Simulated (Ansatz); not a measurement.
Space group R3c:H (No. 161). a = 5.190 Å, b = 5.190 Å, c = 14.014 Å, α = 90.00°, β = 90.00°, γ = 120.00°
```
atom site symmetry x y z
  Li    6a        3.  0.6667  0.3333  0.0517
  Nb    6a        3.  0.6667  0.3333  0.3329
   O   18b         1  0.0088  0.3805  0.2701
```

Equation of state of this LiNbO3 structure (not necessarily the ground state), with shape and atoms relaxed at each volume where symmetry leaves them free. Method: DFT PBE, scalar-relativistic, plane waves, PAW (Ansatz 0.2.0).

Settings: cutoff 420 eV, Γ-centred mesh 6×6×6 on the computed 10-atom cell, Gaussian smearing of 0.02 eV; no spin polarisation.

```
V (Å³/atom) E − E(largest V) (meV/atom) P (GPa) gap on mesh (eV)
      9.588                        39.09    18.05              3.67
      9.915                         8.17    12.40              3.65
     10.242                       -12.04     7.55              3.62
     10.568                       -23.15     3.43              3.59
     10.895                       -26.54    -0.01              3.57
     11.222                       -23.69    -2.74              3.55
     11.549                       -15.81    -4.85              3.53
     11.985                         0.00    -6.58              3.51
```

Question: Fit a third-order Birch–Murnaghan equation to E(V).

Answer: V0 = 10.90 Å³/atom, B0 = 99 GPa, B0' = 5.9.